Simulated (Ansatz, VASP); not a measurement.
## Mg9O8 (a cell with a defect): VASP beside Ansatz

```
Mg O
1.0
     0.00000    4.01500    4.01500
     4.01500    0.00000    4.01500
     4.01500    4.01500    0.00000
Mg O
9 8
Direct
  0.97838 0.06477 0.97959
  0.99865 0.00092 0.50124
  0.97823 0.47891 0.97935
  0.97832 0.47906 0.56539
  0.50039 0.00098 0.99929
  0.50034 0.00094 0.50123
  0.56434 0.47900 0.97948
  0.50033 0.49917 0.50128
  0.12484 0.62516 0.12586
  0.25420 0.23813 0.25460
  0.27863 0.24089 0.74125
  0.25398 0.75438 0.25463
  0.25404 0.75447 0.73873
  0.74022 0.24086 0.27993
  0.74030 0.24088 0.74135
  0.73779 0.75454 0.25464
  0.74026 0.77942 0.74121
```

Alike in both runs: functional PBE; k mesh 3 × 3 × 3; occupations gaussian, width 0.02 eV; no spin polarisation.

Ansatz relaxed the structure, and its values are those at the end. VASP's run is a single point on that final structure, the one shown.

```csv
,VASP,Ansatz
version,VASP 6.6.1,Ansatz 0.2.0
potentials or method,"VASP PAW PBE potentials, release 64 (Mg, O)","scalar-relativistic, plane waves, PAW"
plane-wave cutoff (eV),520,420
valence electrons in the cell,66,138
```

```tsv
	VASP	Ansatz	Ansatz less VASP
rms of the force components (eV/Å)	0.027	0.005	-0.0217
```

With one functional, cell and mesh, what is left measures potentials, basis and numerics. The two sets of potentials don't hold the same shells in valence.

Caveats: the k mesh is coarse (spacing up to 0.45 Å⁻¹), so the values aren't converged.
